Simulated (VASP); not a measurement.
# TaN (P6_3/mmc) in VASP: further runs

The runs below take TaN through single point, with r2SCAN+U.

Program: VASP 6.6.1. These are calculated values, not measurements. Logs are shortened: lines on timing, memory, paths and dates and some standing lists are left out, and cuts for length are marked.

## Step 1: The structure

Symmetry: P6_3/mmc, No. 194, hexagonal system. Conventional cell: a = 3.048 Å, b = 3.048 Å, c = 4.918 Å, α = 90.00°, β = 90.00°, γ = 120.00°. Around Ta (site symmetry -3m) lie 6 N at 2.15 Å and 2 Ta at 2.46 Å. N (site symmetry -6m2) is surrounded by 6 Ta at 2.15 Å.

## Step 2: Single point, r2SCAN+U, collinear spin, ferromagnetic start

Input file INCAR:

```
SYSTEM = TaN
PREC = Accurate
ENCUT = 520
EDIFF = 1E-7
ISMEAR = 0
SIGMA = 0.05
LREAL = .False.
LASPH = .True.
NELM = 60
ALGO = Normal
ISIF = 2
LWAVE = .False.
LCHARG = .False.
ISPIN = 2
MAGMOM = 0.5 0.5 0 0
LORBIT = 11
NUPDOWN = 0
LMAXMIX = 4
LDAU = .True.
LDAUTYPE = 2
LDAUL = 2 -1
LDAUU = 6 0
LDAUJ = 0 0
LDAUPRINT = 1
METAGGA = R2SCAN
LMIXTAU = .True.
```

Input file KPOINTS:

```
Automatic mesh
0
Gamma
  7 7 4
  0 0 0
```

Input file POSCAR:

```
TaN
1.0
    3.0480018400      0.0000000000      0.0000000000
   -1.5240009200      2.6396470300      0.0000000000
    0.0000000000      0.0000000000      4.9179997800
Ta N
2 2
Direct
    0.0000000000      0.0000000000      0.0000000000
    0.0000000000      0.0000000000      0.5000000000
    0.3333333333      0.6666666667      0.2500000000
    0.6666666667      0.3333333333      0.7500000000
```

Potentials or basis: VASP PAW PBE potentials, release 64 (Ta_pv, N).

Launch:

```console
> cat potpaw_PBE.64/Ta_pv/POTCAR potpaw_PBE.64/N/POTCAR > POTCAR
> mpirun -np 1 vasp_std > vasp.out
```

OUTCAR:

```text
SYSTEM = TaN
   PREC = Accurate
   ENCUT = 520
   EDIFF = 1E-7
   ISMEAR = 0
   LREAL = .False.
   LASPH = .True.
   NELM = 60
   ISIF = 2
   ISPIN = 2
   LORBIT = 11
   NUPDOWN = 0
   METAGGA = R2SCAN

 ion  position               nearest neighbor table
   1  0.000  0.000  0.000-   3 2.15   4 2.15   4 2.15   3 2.15   4 2.15   3 2.15   2 2.46   2 2.46

   2  0.000  0.000  0.500-   3 2.15   4 2.15   4 2.15   3 2.15   4 2.15   3 2.15   1 2.46   1 2.46

   3  0.333  0.667  0.250-   1 2.15   2 2.15   1 2.15   2 2.15   1 2.15   2 2.15
   4  0.667  0.333  0.750-   1 2.15   2 2.15   1 2.15   2 2.15   1 2.15   2 2.15

  LATTYP: Found a hexagonal cell.
 ALAT       =     3.0480018400
 C/A-ratio  =     1.6135160142

  Lattice vectors:

 A1 = (   3.0480018400,   0.0000000000,   0.0000000000)
 A2 = (  -1.5240009200,   2.6396470300,   0.0000000000)
 A3 = (   0.0000000000,   0.0000000000,   4.9179997800)

Analysis of symmetry for initial positions (statically):
=====================================================================
 Subroutine PRICEL returns:
 Original cell was already a primitive cell.

 Routine SETGRP: Setting up the symmetry group for a
 hexagonal supercell.

 Subroutine GETGRP returns: Found 24 space group operations
 (whereof 12 operations were pure point group operations)
 out of a pool of 24 trial point group operations.

The static configuration has the point symmetry D_3d.
 The point group associated with its full space group is D_6h.

Analysis of symmetry for dynamics (positions and initial velocities):
=====================================================================
 Subroutine PRICEL returns:
 Original cell was already a primitive cell.

 Routine SETGRP: Setting up the symmetry group for a
 hexagonal supercell.

 Subroutine GETGRP returns: Found 24 space group operations
 (whereof 12 operations were pure point group operations)
 out of a pool of 24 trial point group operations.

The dynamic configuration has the point symmetry D_3d.
 The point group associated with its full space group is D_6h.

Analysis of structural, dynamic, and magnetic symmetry:
=====================================================================
 Subroutine PRICEL returns:
 Original cell was already a primitive cell.

 Routine SETGRP: Setting up the symmetry group for a
 hexagonal supercell.

 Subroutine GETGRP returns: Found 24 space group operations
 (whereof 12 operations were pure point group operations)
 out of a pool of 24 trial point group operations.

The overall configuration has the point symmetry D_3d.
 The point group associated with its full space group is D_6h.

 Subroutine INISYM returns: Found 24 space group operations
 (whereof 12 operations are pure point group operations),
 and found     1 'primitive' translations

----------------------------------------------------------------------------------------

                                     Primitive cell

  volume of cell :      39.5685

  direct lattice vectors                    reciprocal lattice vectors
     3.048001840  0.000000000  0.000000000     0.328083791  0.189419265  0.000000000
    -1.524000920  2.639647030  0.000000000     0.000000000  0.378838530  0.000000000
     0.000000000  0.000000000  4.917999780     0.000000000  0.000000000  0.203334698

  length of vectors
     3.048001840  3.048001845  4.917999780     0.378838530  0.378838530  0.203334698

  position of ions in fractional coordinates (direct lattice)
     0.000000000  0.000000000  0.000000000
     0.000000000  0.000000000  0.500000000
     0.333333333  0.666666667  0.250000000
     0.666666667  0.333333333  0.750000000

  ion indices of the primitive-cell ions
   primitive index   ion index
                 1           1
                 2           2
                 3           3
                 4           4

----------------------------------------------------------------------------------------

 KPOINTS: Automatic mesh

Automatic generation of k-mesh.
 Grid dimensions read from file:
 generate k-points for:    7    7    4

 Generating k-lattice:

  Cartesian coordinates                     Fractional coordinates (reciprocal lattice)
     0.046869113  0.027059895  0.000000000     0.142857143  0.000000000  0.000000000
[... 95 lines left out ...]
  energy-cutoff  :      520.00
  volume of cell :       39.57
 maximum number of plane-waves:      1087
 NGX is ok and might be reduce to    24
   NGX = 11   NGY = 11   NGZ = 19

 number of electron      32.0000002 magnetization       0.0000137

atom =   1  type =  1  l = 2

 onsite density matrix

spin component  1

  0.2041 -0.0000  0.0000  0.0098 -0.0000
 -0.0000  0.2416  0.0000 -0.0000  0.0098
  0.0000  0.0000  0.4125  0.0000  0.0000
  0.0098 -0.0000  0.0000  0.2416 -0.0000
 -0.0000  0.0098  0.0000 -0.0000  0.2041

spin component  2

  0.2041 -0.0000  0.0000  0.0098 -0.0000
 -0.0000  0.2416  0.0000 -0.0000  0.0098
  0.0000  0.0000  0.4125  0.0000  0.0000
  0.0098 -0.0000  0.0000  0.2416 -0.0000
 -0.0000  0.0098  0.0000 -0.0000  0.2041

 occupancies and eigenvectors

  o =  0.2017  v =  0.0000  0.0000  0.0000  0.0000  0.0000  0.9709 -0.0000 -0.0000 -0.2395  0.0000      0.0000  0.0000  0.0000  0.0000  0.0000  0.0000  0.0000  0.0000  0.0000  0.0000
  o =  0.2017  v =  0.0000  0.0000  0.0000  0.0000  0.0000  0.0000  0.2395  0.0000 -0.0000 -0.9709      0.0000  0.0000  0.0000  0.0000  0.0000  0.0000  0.0000  0.0000  0.0000  0.0000
  o =  0.2017  v =  0.9709 -0.0000 -0.0000 -0.2395  0.0000  0.0000  0.0000  0.0000  0.0000  0.0000      0.0000  0.0000  0.0000  0.0000  0.0000  0.0000  0.0000  0.0000  0.0000  0.0000
  o =  0.2017  v =  0.0000  0.2395  0.0000 -0.0000 -0.9709  0.0000  0.0000  0.0000  0.0000  0.0000      0.0000  0.0000  0.0000  0.0000  0.0000  0.0000  0.0000  0.0000  0.0000  0.0000
  o =  0.2441  v =  0.0000  0.0000  0.0000  0.0000  0.0000  0.2395  0.0000 -0.0000  0.9709  0.0000      0.0000  0.0000  0.0000  0.0000  0.0000  0.0000  0.0000  0.0000  0.0000  0.0000
  o =  0.2441  v =  0.0000  0.0000  0.0000  0.0000  0.0000  0.0000 -0.9709  0.0000  0.0000 -0.2395      0.0000  0.0000  0.0000  0.0000  0.0000  0.0000  0.0000  0.0000  0.0000  0.0000
  o =  0.2441  v =  0.2395  0.0000 -0.0000  0.9709  0.0000  0.0000  0.0000  0.0000  0.0000  0.0000      0.0000  0.0000  0.0000  0.0000  0.0000  0.0000  0.0000  0.0000  0.0000  0.0000
  o =  0.2441  v =  0.0000 -0.9709  0.0000  0.0000 -0.2395  0.0000  0.0000  0.0000  0.0000  0.0000      0.0000  0.0000  0.0000  0.0000  0.0000  0.0000  0.0000  0.0000  0.0000  0.0000
  o =  0.4125  v =  0.0000  0.0000  0.0000  0.0000  0.0000  0.0000  0.0000  1.0000  0.0000  0.0000      0.0000  0.0000  0.0000  0.0000  0.0000  0.0000  0.0000  0.0000  0.0000  0.0000
  o =  0.4125  v =  0.0000  0.0000  1.0000  0.0000  0.0000  0.0000  0.0000  0.0000  0.0000  0.0000      0.0000  0.0000  0.0000  0.0000  0.0000  0.0000  0.0000  0.0000  0.0000  0.0000

atom =   2  type =  1  l = 2

 onsite density matrix

spin component  1

  0.2041  0.0000  0.0000 -0.0098 -0.0000
  0.0000  0.2416 -0.0000 -0.0000 -0.0098
  0.0000 -0.0000  0.4125 -0.0000  0.0000
 -0.0098 -0.0000 -0.0000  0.2416  0.0000
 -0.0000 -0.0098  0.0000  0.0000  0.2041

spin component  2

  0.2041  0.0000  0.0000 -0.0098 -0.0000
  0.0000  0.2416 -0.0000 -0.0000 -0.0098
  0.0000 -0.0000  0.4125 -0.0000  0.0000
 -0.0098 -0.0000 -0.0000  0.2416  0.0000
 -0.0000 -0.0098  0.0000  0.0000  0.2041

 occupancies and eigenvectors

  o =  0.2017  v =  0.0000  0.0000  0.0000  0.0000  0.0000  0.9709  0.0000 -0.0000  0.2395  0.0000      0.0000  0.0000  0.0000  0.0000  0.0000  0.0000  0.0000  0.0000  0.0000  0.0000
  o =  0.2017  v =  0.0000  0.0000  0.0000  0.0000  0.0000  0.0000 -0.2395  0.0000  0.0000 -0.9709      0.0000  0.0000  0.0000  0.0000  0.0000  0.0000  0.0000  0.0000  0.0000  0.0000
  o =  0.2017  v =  0.9709  0.0000 -0.0000  0.2395  0.0000  0.0000  0.0000  0.0000  0.0000  0.0000      0.0000  0.0000  0.0000  0.0000  0.0000  0.0000  0.0000  0.0000  0.0000  0.0000
  o =  0.2017  v =  0.0000 -0.2395  0.0000  0.0000 -0.9709  0.0000  0.0000  0.0000  0.0000  0.0000      0.0000  0.0000  0.0000  0.0000  0.0000  0.0000  0.0000  0.0000  0.0000  0.0000
  o =  0.2441  v =  0.0000  0.0000  0.0000  0.0000  0.0000 -0.2395 -0.0000  0.0000  0.9709  0.0000      0.0000  0.0000  0.0000  0.0000  0.0000  0.0000  0.0000  0.0000  0.0000  0.0000
  o =  0.2441  v =  0.0000  0.0000  0.0000  0.0000  0.0000 -0.0000  0.9709  0.0000  0.0000 -0.2395      0.0000  0.0000  0.0000  0.0000  0.0000  0.0000  0.0000  0.0000  0.0000  0.0000
  o =  0.2441  v = -0.2395  0.0000  0.0000  0.9709 -0.0000  0.0000  0.0000  0.0000  0.0000  0.0000      0.0000  0.0000  0.0000  0.0000  0.0000  0.0000  0.0000  0.0000  0.0000  0.0000
  o =  0.2441  v = -0.0000 -0.9709 -0.0000  0.0000  0.2395  0.0000  0.0000  0.0000  0.0000  0.0000      0.0000  0.0000  0.0000  0.0000  0.0000  0.0000  0.0000  0.0000  0.0000  0.0000
  o =  0.4125  v =  0.0000  0.0000  0.0000  0.0000  0.0000 -0.0000  0.0000 -1.0000  0.0000 -0.0000      0.0000  0.0000  0.0000  0.0000  0.0000  0.0000  0.0000  0.0000  0.0000  0.0000
  o =  0.4125  v =  0.0000 -0.0000  1.0000 -0.0000  0.0000  0.0000  0.0000  0.0000  0.0000  0.0000      0.0000  0.0000  0.0000  0.0000  0.0000  0.0000  0.0000  0.0000  0.0000  0.0000

 number of electron      32.0000002 magnetization      -0.0000010

 Free energy of the ion-electron system (eV)
  ---------------------------------------------------
  ext. energy  EPLUGINS =         0.00000000
  ---------------------------------------------------
  free energy    TOTEN  =      -105.53061321 eV

  energy without entropy =     -105.52892359  energy(sigma->0) =     -105.52976840

 E-fermi :  10.8731     XC(G=0): -14.7950

 val. band max:       10.8656338901   @ k =   0.4286   0.1429   0.2500
 cond. band min:      11.0200212441   @ k =   0.1429   0.0000   0.5000
 fundamental gap:      0.1543873541
 Fermi energy:        10.8730721739

 spin component 1

 k-point     1 :       0.0000    0.0000    0.0000
  band No.  band energies     occupation
      1     -28.9314      1.00000
      2     -27.1395      1.00000
      3     -27.1395      1.00000
      4     -26.7650      1.00000
      5     -26.7650      1.00000
      6     -25.8217      1.00000
[... 565 lines left out ...]
     20      13.7646      0.00000
     21      16.3517      0.00000
 Fermi energy:        10.8730611211

 spin component 2

 k-point     1 :       0.0000    0.0000    0.0000
  band No.  band energies     occupation
      1     -28.9314      1.00000
      2     -27.1395      1.00000
      3     -27.1395      1.00000
      4     -26.7650      1.00000
      5     -26.7650      1.00000
      6     -25.8217      1.00000
[... 565 lines left out ...]
     20      13.7646      0.00000
     21      16.3517      0.00000

------------------------ aborting loop because EDIFF is reached ----------------------------------------

  FORCE on cell =-STRESS in cart. coord.  units (eV):
  Direction    XX          YY          ZZ          XY          YZ          ZX
  --------------------------------------------------------------------------------------
  -------------------------------------------------------------------------------------
  Total       12.5737990     12.5737991     34.5045227      0.0000000     -0.0000000      0.0000000
  in kB      509.1286190    509.1286212   1397.1306462      0.0000000     -0.0000000      0.0000000
  external PRESSURE =     805.1292955 kB  Pullay stress =       0.0000000 kB

 VOLUME and BASIS-vectors are now :
 -----------------------------------------------------------------------------
  energy-cutoff  :      520.00
  volume of cell :       39.57
      direct lattice vectors                 reciprocal lattice vectors
     3.048001840  0.000000000  0.000000000     0.328083791  0.189419265  0.000000000
    -1.524000920  2.639647030  0.000000000     0.000000000  0.378838530  0.000000000
     0.000000000  0.000000000  4.917999780     0.000000000  0.000000000  0.203334698

 POSITION                                       TOTAL-FORCE (eV/Angst)
 -----------------------------------------------------------------------------------
      0.00000      0.00000      0.00000         0.000000      0.000000      0.000000
      0.00000      0.00000      2.45900         0.000000      0.000000      0.000000
     -0.00000      1.75976      1.22950        -0.000000      0.000000      0.000000
      1.52400      0.87988      3.68850         0.000000      0.000000      0.000000
 -----------------------------------------------------------------------------------
    total drift:                               -0.000000      0.000000      0.000000

  FREE ENERGIE OF THE ION-ELECTRON SYSTEM (eV)
  ---------------------------------------------------
  free  energy   TOTEN  =      -105.5306132125 eV

  energy  without entropy=     -105.5289235947  energy(sigma->0) =     -105.52976840

 total charge

# of ion       s       p       d       tot
------------------------------------------
    1        0.350   6.317   2.552   9.219
    2        0.350   6.317   2.552   9.219
    3        1.252   2.653   0.000   3.904
    4        1.252   2.653   0.000   3.904
--------------------------------------------------
tot          3.203  17.939   5.105  26.247

 magnetization (x)

# of ion       s       p       d       tot
------------------------------------------
    1       -0.000  -0.000   0.000   0.000
    2       -0.000  -0.000   0.000   0.000
    3       -0.000  -0.000   0.000  -0.000
    4       -0.000  -0.000   0.000  -0.000
--------------------------------------------------
tot         -0.000  -0.000   0.000   0.000
```

Wall time 7.3 min (1 thread of AMD EPYC 7R43 (Zen 3), shared host); peak memory 0.16 GiB.

What came out:

```
Free energy                                           : -105.5306 eV
Pressure                                              : 80.5 GPa
Net moment                                            : 0.00 μB per cell
Valence electrons inside the program's atomic spheres : Ta 9.22; N 3.90
```

Stress tensor (GPa, compression positive):
```
 50.91   0.00   0.00
  0.00  50.91   0.00
  0.00   0.00 139.71
```

Eigenvalues of the final occupation matrices:
```csv
site,spin,trace,eigenvalues
site 1 d,1,1.30,0.20 0.20 0.24 0.24 0.41
site 1 d,2,1.30,0.20 0.20 0.24 0.24 0.41
site 2 d,1,1.30,0.20 0.20 0.24 0.24 0.41
site 2 d,2,1.30,0.20 0.20 0.24 0.24 0.41
```

Caveat: a pressure of tens of GPa on the cell as given is suspect, and the run, the potentials or the cell itself is likely at fault; the PAW data sets were made with another functional, which shifts forces and pressure a little; the total moment is fixed, so each spin has its own Fermi level. Spin-orbit coupling is left out, which matters for the levels of Ta.

## Step 3: Single point, r2SCAN+U, collinear spin, ferromagnetic start

Changes to INCAR since step 2:

```diff
@@ -12,3 +12,3 @@
 LWAVE = .False.
-LCHARG = .False.
+LCHARG = .True.
 ISPIN = 2
@@ -16,3 +16,2 @@
 LORBIT = 11
-NUPDOWN = 0
 LMAXMIX = 4
@@ -21,3 +20,3 @@
 LDAUL = 2 -1
-LDAUU = 6 0
+LDAUU = 8 0
 LDAUJ = 0 0
@@ -26 +25,3 @@
 LMIXTAU = .True.
+LELF = .True.
+LVHAR = .True.
```

Input file KPOINTS:

```
regular mesh
0
Gamma
  7 7 4
  0 0 0
```

POSCAR is that of step 2.

Potentials or basis: VASP PAW PBE potentials, release 64 (Ta_pv, N).

Launch:

```console
> cat potpaw_PBE.64/Ta_pv/POTCAR potpaw_PBE.64/N/POTCAR > POTCAR
> mpirun -np 1 vasp_std > vasp.out
```

Run time: 7 min. Hardware: 1 thread of AMD EPYC 7R43 (Zen 3), shared host; peak memory 0.17 GiB.

It converged, with:

```yaml
Free_energy: -101.8469 eV
Pressure: 89.3 GPa
Band_gap_on_the_k_mesh: none (metal or under the smearing width)
Net_moment: 0.06 μB per cell
Site_moments: Ta +0.02; N -0.00 μB
Valence_electrons_inside_the_program's_atomic_spheres: Ta 9.17; N 3.92
```

Stress tensor (GPa, compression positive):
```
 60.31   0.00   0.00
  0.00  60.31   0.00
  0.00   0.00 147.25
```

Levels at points of the mesh, in eV from the Fermi level:
Spin up:
```
           k point  band 12  band 13  band 14  band 15  band 16  band 17  band 18  band 19  band 20  band 21
(0.00, 0.00, 0.00)    -6.54    -4.74    -4.74    -4.73    -1.57    -1.57    -0.17    -0.17     2.13     3.62
(0.00, 0.00, 0.50)    -7.05    -7.05    -7.05    -1.07    -1.07     0.29     0.29     0.29     0.29     4.81
```
Spin down:
```csv
k point,band 13,band 14,band 15,band 16,band 17,band 18,band 19,band 20
"(0.00, 0.00, 0.00)",-4.75,-4.75,-4.73,-1.44,-1.44,-0.10,-0.10,2.17
"(0.00, 0.00, 0.50)",-7.05,-7.05,-1.09,-1.09,0.42,0.42,0.42,0.42
```

Eigenvalues of the final occupation matrices:
| site | spin | trace | eigenvalues |
| --- | --- | --- | --- |
| site 1 d | 1 | 1.29 | 0.19 0.19 0.24 0.24 0.43 |
| site 1 d | 2 | 1.26 | 0.19 0.19 0.23 0.23 0.44 |
| site 2 d | 1 | 1.29 | 0.19 0.19 0.24 0.24 0.43 |
| site 2 d | 2 | 1.26 | 0.19 0.19 0.23 0.23 0.44 |

Caveat: a pressure of tens of GPa on the cell as given is suspect, and the run, the potentials or the cell itself is likely at fault; the PAW data sets were made with another functional, which shifts forces and pressure a little.

[end of part 1 of 2]
